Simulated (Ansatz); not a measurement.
Wurtzite PbO, relaxed with r2SCAN: space group P6_3mc (No. 186), hexagonal; conventional cell a = 4.197 Å, c = 5.622 Å, 21.44 Å³ an atom. Pb is surrounded by 4 O at 2.33–2.47 Å; O is surrounded by 4 Pb at 2.33–2.47 Å. One-shot G0W0@PBE in the plane-wave code Ansatz on a 6×6×2 mesh (contour deformation, no spin-orbit coupling), from a PBE gap of 1.863 eV over the mesh points (the G0W0 gap is indirect on the mesh); the number N of bands summed and the screening cutoff rise together. These are computed values for a spin-unpolarised cell that may be hypothetical; none is a measurement.

```
  N  cutoff (eV)  1000/N  G0W0 gap (eV)
159           80   6.289          2.170
342          140   2.924          2.253
```

Question: Lay a straight line in 1000/N through these rows.

Answer: The slope is -0.0247 eV per unit of 1000/N and the intercept 2.325 eV.

Question: Predict the gap at N = 612 (210 eV).

Answer: 2.325 + (-0.0247) × 1.634 = 2.285 eV; the run gives 2.341 eV, +0.056 eV from the line.

Question: With that run's result added, what limit do the last two rows suggest?

Answer: Their slope is (2.341 − 2.253)/(1.634 − 2.924) = -0.0682, which meets 1/N = 0 at 2.45 eV, against 2.325 eV from the first line. The slope steepens, so 1/N isn't yet asymptotic and the true limit probably lies higher still; the k mesh isn't extrapolated.

Spin-orbit coupling is left out; in compounds of Pb, Bi, Tl or Hg it can lower a gap by up to about 1 eV, split its edges or invert the bands.
